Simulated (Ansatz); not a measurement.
TiTe2:

```
Te Ti
1.0
     3.77700    0.00000    0.00000
    -1.88850    3.27098    0.00000
     0.00000    0.00000    6.49800
Te Ti
2 1
Direct
  0.33333 0.66667 0.73720
  0.66667 0.33333 0.26280
  0.00000 0.00000 0.00000
```

```yaml
Program: Ansatz 0.2.0
Task: relaxation of cell and atoms
Functional: PBE
Potentials_or_basis: Ansatz PAW
Cutoff: "420 eV (not typed: the program's choice for these potentials)"
k_mesh: 8 × 8 × 4
Occupations: fermi-dirac, width 0.05 eV
Spin: no spin polarisation
Hubbard_terms: Ti d U = 5 eV
```

At the start: volume 26.76 Å³/atom.

Question: How do energy, volume and symmetry change on relaxing?

Answer: It ends after 12 steps and the volume is 34.79 Å³/atom (+30.0 %); space group P-3m1 (No. 164, to 0.05 Å).

The path:
| step | energy change (eV) | largest force (eV/Å) | volume (Å³) |
| --- | --- | --- | --- |
| 1 | 0.0000 | 0.1788 | 80.28 |
| 2 | -0.2238 | 0.1604 | 90.90 |
| 3 | -0.2443 | 0.1423 | 95.55 |
| 4 | -0.2497 | 0.0260 | 96.53 |
| 5 | -0.2531 | 0.0264 | 98.06 |
| 6 | -0.2537 | 0.0038 | 99.19 |
| 7 | -0.2598 | 0.0041 | 99.19 |
| 8 | -0.2610 | 0.0016 | 100.70 |
| 9 | -0.2618 | 0.0064 | 102.89 |
| 10 | -0.2618 | 0.0008 | 103.62 |
| 11 | -0.2617 | 0.0029 | 104.37 |
| 12 | -0.2623 | 0.0029 | 104.37 |

Final structure:
```
CELL_PARAMETERS angstrom
4.00649 0.00000 0.00000
-2.00324 3.46972 0.00000
0.00000 0.00000 7.50802
ATOMIC_POSITIONS crystal
Te 0.33333 0.66667 0.77860
Te 0.66667 0.33333 0.22140
Ti 0.00000 0.00000 0.00000
```

Caveat: the volume moved by over 15 % at a fixed basis, so the end points are rough; the plane-wave basis is chosen anew once the cell has moved, so the energies of steps on either side of that aren't comparable; this functional lacks dispersion, which binds the layers, so the pressure and a relaxed spacing across them are unreliable, and here the layers came unbound; the U is typed as a test and isn't derived for this compound.
